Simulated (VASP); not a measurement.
# Sn (Pm-3m) in VASP: a series of runs

One crystal, Sn, is run at these levels: LDA; tasks: single point.

Everything below comes from runs of VASP 6.6.1. Logs are shortened: lines on timing, memory, paths and dates and some standing lists are left out, and cuts for length are marked.

### Step 1. The crystal as given

Symmetry: Pm-3m, No. 221, cubic system. The conventional cell has a = 3.001 Å, b = 3.001 Å, c = 3.001 Å, α = 90.00°, β = 90.00°, γ = 90.00°. Sn (site symmetry m-3m) has 6 Sn at 3.00 Å as nearest neighbours.

This isn't the form of Sn at room conditions, which is tetragonal (white tin).

### Step 2. Single point, LDA

Contents of INCAR:

```
SYSTEM = Sn
ALGO = Normal
EDIFF = 1E-7
ENCUT = 520
ISIF = 2
ISMEAR = -1
LASPH = .True.
LCHARG = .True.
LELF = .True.
LREAL = .False.
LVHAR = .True.
LWAVE = .False.
NBANDS = 13
NELM = 100
PREC = Accurate
SIGMA = 0.1
```

Contents of KPOINTS:

```
k-points
0
Gamma
  17 17 17
  0 0 0
```

Contents of POSCAR:

```
Sn
1.0
    3.0013002013      0.0000000000      0.0000000000
    0.0000000000      3.0013002013      0.0000000000
    0.0000000000      0.0000000000      3.0013002013
Sn
1
Direct
    0.0000000000      0.0000000000      0.0000000000
```

Potentials or basis: VASP PAW LDA potentials, release 64 (Sn_d).

Command:

```
$ cat potpaw_LDA.64/Sn_d/POTCAR > POTCAR
$ mpirun -np 1 vasp_std > vasp.out
```

OUTCAR:

```text
SYSTEM = Sn
   EDIFF = 1E-7
   ENCUT = 520
   ISIF = 2
   ISMEAR = -1
   LASPH = .True.
   LREAL = .False.
   NELM = 100
   PREC = Accurate

 ion  position               nearest neighbor table
   1  0.000  0.000  0.000-

  LATTYP: Found a simple cubic cell.
 ALAT       =     3.0013002013

  Lattice vectors:

 A1 = (   3.0013002013,   0.0000000000,   0.0000000000)
 A2 = (   0.0000000000,   3.0013002013,   0.0000000000)
 A3 = (   0.0000000000,   0.0000000000,   3.0013002013)

Analysis of symmetry for initial positions (statically):
=====================================================================
 Subroutine PRICEL returns:
 Original cell was already a primitive cell.

 Routine SETGRP: Setting up the symmetry group for a
 simple cubic supercell.

 Subroutine GETGRP returns: Found 48 space group operations
 (whereof 48 operations were pure point group operations)
 out of a pool of 48 trial point group operations.

The static configuration has the point symmetry O_h .

Analysis of symmetry for dynamics (positions and initial velocities):
=====================================================================
 Subroutine PRICEL returns:
 Original cell was already a primitive cell.

 Routine SETGRP: Setting up the symmetry group for a
 simple cubic supercell.

 Subroutine GETGRP returns: Found 48 space group operations
 (whereof 48 operations were pure point group operations)
 out of a pool of 48 trial point group operations.

The dynamic configuration has the point symmetry O_h .

 Subroutine INISYM returns: Found 48 space group operations
 (whereof 48 operations are pure point group operations),
 and found     1 'primitive' translations

----------------------------------------------------------------------------------------

                                     Primitive cell

  volume of cell :      27.0351

  direct lattice vectors                    reciprocal lattice vectors
     3.001300201  0.000000000  0.000000000     0.333188929  0.000000000  0.000000000
     0.000000000  3.001300201  0.000000000     0.000000000  0.333188929  0.000000000
     0.000000000  0.000000000  3.001300201     0.000000000  0.000000000  0.333188929

  length of vectors
     3.001300201  3.001300201  3.001300201     0.333188929  0.333188929  0.333188929

  position of ions in fractional coordinates (direct lattice)
     0.000000000  0.000000000  0.000000000

  ion indices of the primitive-cell ions
   primitive index   ion index
                 1           1

[... 83 lines left out ...]
   NUPDOWN=      -1.0000    fix difference up-down
   EMIN   =  10.00;   EMAX   =-10.00  energy-range for DOS
   EFERMI =   0.00;   METHOD = LEGACY
   ISMEAR =    -1;   SIGMA  =   0.10  broadening in eV -4-tet -1-fermi 0-gaus
   EFERMI_NEDOS =   21; number of points for ismear=-14 and -15
   IALGO  =     38    algorithm
   IMIX   =      4    mixing-type and parameters
     AMIX     =   0.40;   BMIX     =  1.00
     AMIX_MAG =   1.60;   BMIX_MAG =  1.00
  volume/ion in A,a.u.               =      27.04       182.44
  Fermi-wavevector in a.u.,A,eV,Ry     =   1.314644  2.484316 23.514787  1.728288
  Thomas-Fermi vector in A             =   2.444882
   LORBIT       =      0    0 simple, 1 ext, 2 COOP (PROOUT), +10 PAW based schemes
   GGA     = CA    functional components
   LHFCALC =     F    Hartree Fock is set to
   AEXX    =    0.0000 exact exchange contribution
   IVDW    =     0    specifies the selected vdW correction
   LEPSILON=     F    determine dielectric tensor
   LRPA    =     F    only Hartree local field effects (RPA)
 non-spin polarized calculation
  energy-cutoff  :      520.00
  volume of cell :       27.04
 maximum number of plane-waves:       742
 NGX is ok and might be reduce to    24
   NGX = 11   NGY = 11   NGZ = 11

 number of electron      14.0000003 magnetization

 Free energy of the ion-electron system (eV)
  ---------------------------------------------------
  ext. energy  EPLUGINS =         0.00000000
  ---------------------------------------------------
  free energy    TOTEN  =        -4.46311881 eV

  energy without entropy =       -4.44496492  energy(sigma->0) =       -4.45404187

 E-fermi :   7.6626     XC(G=0): -10.5204

 val. band max:        7.6201749598   @ k =   0.4706   0.4118   0.2941
 cond. band min:       7.6744971032   @ k =   0.2353   0.0588   0.0000
 fundamental gap:      0.0543221434
 Fermi energy:         7.6626455053

 k-point     1 :       0.0000    0.0000    0.0000
  band No.  band energies     occupation
      1     -13.9239      2.00000
      2     -13.9239      2.00000
      3     -13.4493      2.00000
      4     -13.4493      2.00000
      5     -13.4493      2.00000
      6      -3.5540      2.00000
      7      13.2044      0.00000
      8      13.2044      0.00000
      9      13.2044      0.00000
     10      16.7051      0.00000
     11      16.7051      0.00000
     12      18.1771      0.00000
     13      28.1435      0.00000
[... 354 lines left out ...]
  band No.  band energies     occupation
      1     -13.8652      2.00000
      2     -13.5955      2.00000
      3     -13.5704      2.00000
      4     -13.5372      2.00000
      5     -13.4548      2.00000
      6      -0.1301      2.00000
      7       3.0991      2.00000
      8      13.7167      0.00000
      9      16.2047      0.00000
     10      17.2316      0.00000
     11      19.8199      0.00000
     12      20.8673      0.00000
     13      21.8384      0.00000

 [... further k-points ...]

------------------------ aborting loop because EDIFF is reached ----------------------------------------

  FORCE on cell =-STRESS in cart. coord.  units (eV):
  Direction    XX          YY          ZZ          XY          YZ          ZX
  --------------------------------------------------------------------------------------
  -------------------------------------------------------------------------------------
  Total        0.0496455      0.0496455      0.0496455     -0.0000000     -0.0000000      0.0000000
  in kB        2.9421337      2.9421337      2.9421337     -0.0000000     -0.0000000      0.0000000
  external PRESSURE =       2.9421337 kB  Pullay stress =       0.0000000 kB

 VOLUME and BASIS-vectors are now :
 -----------------------------------------------------------------------------
  energy-cutoff  :      520.00
  volume of cell :       27.04
      direct lattice vectors                 reciprocal lattice vectors
     3.001300201  0.000000000  0.000000000     0.333188929  0.000000000  0.000000000
     0.000000000  3.001300201  0.000000000     0.000000000  0.333188929  0.000000000
     0.000000000  0.000000000  3.001300201     0.000000000  0.000000000  0.333188929

 POSITION                                       TOTAL-FORCE (eV/Angst)
 -----------------------------------------------------------------------------------
      0.00000      0.00000      0.00000         0.000000      0.000000      0.000000
 -----------------------------------------------------------------------------------
    total drift:                                0.000000     -0.000000      0.000000

  FREE ENERGIE OF THE ION-ELECTRON SYSTEM (eV)
  ---------------------------------------------------
  free  energy   TOTEN  =        -4.4631188085 eV

  energy  without entropy=       -4.4449649223  energy(sigma->0) =       -4.45404187
```

stdout:

```text
POSCAR found type information on POSCAR Sn
 POSCAR found :  1 types and       1 ions
 scaLAPACK will be used
 LDA part: xc-table for (Slater(with rela. corr.)+CA(PZ))
 , standard interpolation
 POSCAR, INCAR and KPOINTS ok, starting setup
 FFT: planning ... GRIDC
 FFT: planning ... GRID_SOFT
 FFT: planning ... GRID
 WAVECAR not read
 entering main loop
```

It took 21 s on 1 thread of Intel Xeon Platinum 8488C (Sapphire Rapids), shared host; peak memory 0.16 GiB.

What came out:

```yaml
Free_energy: -4.4631 eV
Pressure: 0.3 GPa
Band_gap_on_the_k_mesh: none (metal or under the smearing width)
```

(Part 1 of 2 ends here.)
